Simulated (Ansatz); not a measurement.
# Ca (Im-3m) in Ansatz: single point with revPBE+D3(BJ)-ATM

Aim: the single point of Ca with revPBE+D3(BJ)-ATM.

Everything below comes from runs of Ansatz 0.2.0. Logs are shortened: lines on timing, memory, paths and dates and some standing lists are left out, and cuts for length are marked.

### 1 The crystal as given

Symmetry: Im-3m, No. 229, cubic system. Conventional cell: a = 4.480 Å, b = 4.480 Å, c = 4.480 Å, α = 90.00°, β = 90.00°, γ = 90.00°. Around Ca (site symmetry m-3m) lie 8 Ca at 3.88 Å.

This isn't the form of Ca at room conditions, which is fcc.

### 2 Single point, revPBE+D3(BJ)-ATM

Input file input.yaml:

```yaml
crystal:
  lattice:
    - [-2.24, 2.24, 2.24]
    - [2.24, -2.24, 2.24]
    - [2.24, 2.24, -2.24]
  atoms:
    - { symbol: Ca, position: [0.0, 0.0, 0.0] }
hamiltonian:
  xc: revpbe
  pseudopotentials: { kind: paw, source: jth }
  dispersion: d3bjatm
kpoints:
  mp_grid: { grid: [8, 8, 8] }
scf:
  occupations: { method: cold, width: 0.1 }
  mixing: { preconditioner: local_kerker }
  initial_density: { chi_scale: 0.3 }
output:
  forces: true
  stress: true
  eigenvalues: true
```

Potentials or basis: JTH PAW.

On the command line:

```sh
$ ansatz run input.yaml --threads 1 --pin off --max-ram 2560MiB --backend cpu --events-out ev --progress --plain --runs-dir out
```

The program printed:

```text
Warning: the checks of this Ca dataset prove no rule for summing its radial tables, as where they were carried onto another mesh than they were made on, and Gregory's rule is taken, under which a leading mesh point left out moves its sums only by what lay on the interval it spanned. That does not make them correct, and they differ from Quantum ESPRESSO's on this file; a re-export a fraction of a mesh step off can move them. hamiltonian.pseudopotentials.radial_quadrature: simpson_from_first_knot sums it by `pw.x`'s rule; on a PAW file no value gives `pw.x`'s numbers. What more to know: hamiltonian.pseudopotentials.radial_quadrature, in the input reference
Warning: RAYON_NUM_THREADS=1 ignored (pool sized by the plan → 1); use --threads N
Engine: ansatz 0.2.0, aarch64-unknown-linux-gnu
Pseudopotentials: kind: paw
Pseudopotential: Ca, paw, valence charge 10, recommended cutoff 870 eV (normal), Ca.paw.azcp
Functional definition: revPBE
  parameter kappa = 1.245
  parameter beta = 0.06672455060314922
  exchange = pbe_x(kappa = kappa, mu = beta*pi^2/3)
  correlation = pbe_c(beta = beta)
Crystal: 1 atoms, lattice volume = 44.958 Å³
Basis set: ecut = 870 eV, 2659 PW (Γ), exchange–correlation on 80×80×80 points (8 copies of the dense FFT grid, shifted against one another)
Bands: 9, of which v1, the nominal top of the filled ones, is band 5 counted from 1 (4 counted from 0)
Symmetry: 48 space group operations
Space group: Im-3m (ITA 229), of the structure as read, at distance tolerance 3.6e-5 Å
k-points: 29 of 512
Non-local potential: Ca, projectors of the file, l = 0: 2, l = 1: 2, l = 2: 2
PAW form: soft (Blöchl's): semilocal exchange-correlation on the pseudo side does not see the compensation charge
PAW frozen core: Ca, regenerated for the run's functional, and the local potential with it (the file was generated under x = pbe(κ = 0.804, μ = 0.2195149727645171), c = pbe(β = 0.06672455060314922))
PAW one-centre angular grid: Ca, 590 points (default); XC on 64 Gauss nodes
Initial density: superposition of atomic densities (chi_scale 0.3, normalization cell)
Initial wavefunctions: pseudopotential atomic-orbital guess
Functional: x = revpbe(κ = 1.245, μ = 0.2195149727645171), c = pbe(β = 0.06672455060314922)
SCF iter   1: F=—  HF=-1820.094000 eV  |F-HF|=—  |Δ(HF+E_count)|=         —  Δρ=8.67e-3  dr2=1.85e-2  ethr=3.10e-3  ⟨swp⟩=4.8  Hψ=1640  notcnv=0
SCF iter   2: F=—  HF=-1820.101762 eV  |F-HF|=—  |Δ(HF+E_count)|=   7.76e-3  S|Δr|=    0.00e0  Δρ=5.20e-3  dr2=6.54e-3  ethr=1.85e-4  ⟨swp⟩=2.0  Hψ=563  notcnv=0
SCF iter   3: F=—  HF=-1820.107736 eV  |F-HF|=—  |Δ(HF+E_count)|=   5.97e-3  S|Δr|=    0.00e0  Δρ=4.94e-4  dr2=1.45e-4  ethr=6.54e-5  ⟨swp⟩=2.9  Hψ=510  notcnv=0
SCF iter   4: F=—  HF=-1820.107801 eV  |F-HF|=—  |Δ(HF+E_count)|=   6.48e-5  S|Δr|=    0.00e0  Δρ=1.21e-4  dr2=6.94e-6  ethr=1.45e-6  ⟨swp⟩=2.8  Hψ=382  notcnv=0
SCF iter   5: F=—  HF=-1820.107802 eV  |F-HF|=—  |Δ(HF+E_count)|=   1.65e-6  S|Δr|=    0.00e0  Δρ=1.20e-5  dr2=6.39e-8  ethr=1.00e-9  ⟨swp⟩=3.7  Hψ=1167  notcnv=0
SCF iter   6: F=-1820.107802 eV  HF=-1820.107802 eV  |F-HF|=1.63e-9  |Δ(HF+E_count)|=   2.67e-8  S|Δr|=    0.00e0  Δρ=2.38e-6  dr2=1.56e-9  ethr=6.39e-10  ⟨swp⟩=3.0  Hψ=926  notcnv=0
SCF 1 converged in 6 iterations: F = -1820.107802 eV  dr2 = 1.56e-9
SCF converged after 6 iterations
Stability not checked: this state was not tested for a lower state beside it, because cold or Methfessel-Paxton smearing, or corrected tetrahedra, fill the levels in a way that the test cannot read (fill_not_monotonic; see scf.lower_state_search)
Free energy (F): -1820.107802 eV
Harris-Foulkes:  -1820.107802 eV  (|F-HF|=1.63e-9)
Internal energy: -1820.107087 eV  (E = F + TS)
E sigma→0 (E₀):  -1820.107564 eV
Entropy (-TS):   -0.000715 eV (-0.715 meV/atom)
Fermi energy:    4.637420 eV
--- Per-component energies (eV) ---
  E_band       = -180.175902
  E_kinetic    = 279.777377
  E_local      = -943.799951  (includes V_loc(G=0)·N_el)
  E_nonlocal   = 134.712450
  E_hartree    = 286.364120
  E_xc         = -123.754819
  E_vxc        = -160.190692  (∫ρ·V_xc dr)
  E_paw        = -868.121919  (= ΣΔE_a)
  E_vpaw       = -63.404063  (= ΣTr[D̂ρ^β])
  E_aug_tail   = 0.000018  (compensation charges beyond the density's cutoff)
  E_ewald      = -584.862405
  E_disp       = -0.384582  (pairwise vdW)
  E_core_change = -0.037377  (= ΣΔE_core)
  E_smearing   = -0.000715  (= −TS)
  E_closure    = 0.000000  (closes the sum)
  Σ components = -1820.107802   (vs F -1820.107802, Δ=0.00e0)
--- Forces (eV/Å), atoms counted from 1 ---
  atom   1  Ca    -0.00000000     0.00000000     0.00000000
  max |Σ_I F_I| component: 1.90e-32 eV/Å
--- Stress (GPa, compression-positive) ---
       -1.595880       0.000000       0.000000
       -0.000000      -1.595880      -0.000000
        0.000000       0.000000      -1.595880
  P = ⅓ Tr σ = -1.5959 GPa (-15.959 kbar)
--- Band table (eV; the first three rows and the last of 29) ---
  k-point 0: bands = ["-37.6648", "-18.5384", "-18.5384", "-18.5384", "0.7193", "6.9053", "6.9053", "6.9053", "7.8853"]
  k-point 1: bands = ["-37.6632", "-18.5545", "-18.5438", "-18.5383", "0.9846", "6.7497", "6.7771", "7.0997", "7.7361"]
  k-point 2: bands = ["-37.6595", "-18.5931", "-18.5570", "-18.5382", "1.7423", "6.1961", "6.4138", "7.6463", "7.7138"]
  k-point 28: bands = ["-37.6458", "-18.6175", "-18.6175", "-18.6175", "4.7907", "4.7907", "8.3427", "8.3427", "8.3427"]
```

It took 1.9 s on 1 thread of Arm Neoverse V1, shared host; peak memory 0.32 GiB.

Results:

```
Free energy            : -1820.1078 eV
Pressure               : -1.6 GPa
Band gap on the k mesh : none (metal or under the smearing width)
```

Caveat: the cell was measured hot, at 740 K; pairwise dispersion overbinds metals, which lowers pressure and volume.
